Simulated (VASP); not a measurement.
Crystal: CaF2.

```xyz
3
Lattice="0.0000 2.7565 2.7565 2.7565 0.0000 2.7565 2.7565 2.7565 0.0000" Properties=species:S:1:pos:R:3 pbc="T T T"
Ca    0.0000    0.0000    0.0000
F     4.1347    4.1347    4.1347
F     1.3782    1.3782    1.3782
```

The cell comes from a database or a generator and needn't be the stable form of this composition.

Base run:

```yaml
Program: VASP 6.6.1
Functional: PBE
Potentials_or_basis: VASP PAW PBE potentials, release 64 (Ca_sv, F)
Cutoff: 600 eV
k_mesh: 10 × 10 × 10
Occupations: gaussian, width 0.02 eV
Spin: no spin polarisation
```

Its results: band gap on the k mesh 7.12 eV, indirect (least direct gap 7.37 eV).

Task: After a change of settings the same cell gave: band gap on the k mesh 6.75 eV, indirect (least direct gap 7.01 eV). Which change was it?
A. functional from PBE to LDA; potentials or basis from VASP PAW PBE potentials, release 64 (Ca_sv, F) to VASP PAW LDA potentials, release 64 (Ca_sv, F); cutoff from 600 eV to 450 eV
B. cutoff from 600 eV to 450 eV; further incar settings from ALGO = Fast; EDIFF = 1e-06 to ALGO = Fast; EDIFF = 1e-08; IBRION = 8
C. functional from PBE to r2SCAN; cutoff from 600 eV to 450 eV; further incar settings from ALGO = Fast; EDIFF = 1e-06 to ALGO = Normal; EDIFF = 1e-06
D. cutoff from 600 eV to 450 eV

Result: A.
